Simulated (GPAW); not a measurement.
Runs of GPAW 26.7.0 on TiTe2. Symmetry: P-3m1, No. 164, trigonal system. The conventional cell has a = 3.777 Å, b = 3.777 Å, c = 6.498 Å, α = 90.00°, β = 90.00°, γ = 120.00°. Te (site symmetry 3m) has 3 Ti at 2.77 Å as nearest neighbours. Around Ti (site symmetry -3m) lie 6 Te at 2.77 Å. 

```csv
task,level,potentials or basis,cell,k mesh,cutoff (eV),maxiter,convergence,band path,band points,gap on the mesh (eV),pressure (GPa),largest force (eV/Å)
single point,PBE,"GPAW PAW data sets (gpaw-data 1.2.1), pw",as given,7 × 7 × 4,500,120,default,-,-,none,0.6,(a)
single point,PBEsol,"PAW data sets generated in the run's folder for this functional, pw","atoms moved at random, drawn with an rms of 0.05 Å",8 × 8 × 4,600,150,-,-,-,none,-2.6,0.21
band structure,PBEsol,"PAW data sets generated in the run's folder for this functional, pw",as given,7 × 7 × 4,600,150,-,"GMKGALHA,LM,KH",100,-,-2.6,0.15
single point,PBEsol,"PAW data sets generated in the run's folder for this functional, pw",as given,8 × 8 × 4,600,150,-,-,-,none,-2.6,0.13
```

Alike in all rows: no spin polarisation; smearing fermi-dirac 0.05 eV.

Task: Fill in the values left out.

Result: (a) 0.01.

Caveats: this functional lacks dispersion, which binds the layers, so the pressure and a relaxed spacing across them are unreliable (some runs); the cutoff is short for stress and forces, so pressures can be off by a GPa or more (some runs); spin-orbit coupling is left out, which moves the levels of the heavy elements (some runs).

A k mesh can miss the band edges, and the runs leave out spin-orbit coupling on Te.

A gap of «none» marks a metal or a gap under the smearing width.
